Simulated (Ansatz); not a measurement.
Here is an Ansatz 0.2.0 calculation.

The input input.yaml:

```yaml
crystal:
  lattice:
    - [4.0896976867, 0.0, 0.0]
    - [-2.0448488433, 3.5417820905, 0.0]
    - [0.0, 0.0, 3.788167]
  atoms:
    - { symbol: Pb, position: [0.0, 0.0, 0.0] }
    - { symbol: S, position: [0.6666666667, 0.3333333333, 0.5] }
hamiltonian:
  xc: { exchange: pbe, correlation: pbe, exx: { coeff: 0.25, omega: 0.6 } }
  pseudopotentials: { kind: paw }
kpoints:
  mp_grid: { grid: [4, 4, 4] }
scf:
  occupations: { method: fermi_dirac, width: 0.05 }
output:
  forces: true
  stress: true
  eigenvalues: true
```

Potentials or basis: Ansatz PAW.

Launch:

```sh
$ ansatz run input.yaml --threads 2 --pin off --max-ram 5632MiB --backend cpu --events-out ev --progress --plain --runs-dir out
```

**Question.** Predict the band gap on the k mesh.

**Answer.** 0.34 eV, indirect (least direct gap 0.99 eV).

**Question.** What does it give for the pressure?

**Answer.** -0.6 GPa.

Stress tensor (GPa, compression positive):
```
-0.80  0.00  0.00
 0.00 -0.80  0.00
 0.00  0.00 -0.25
```

Caveat: the k mesh is coarse (spacing up to 0.44 Å⁻¹), so the values aren't converged, least of all with exact exchange; spin-orbit coupling is left out, which as a rule narrows the gap of such compounds by several tenths of an eV; the PAW data sets come from PBE, with cores solved anew for the run's functional, which leaves a small shift of forces and pressure; the thresholds are loose for stress. A k mesh can miss the band edges.
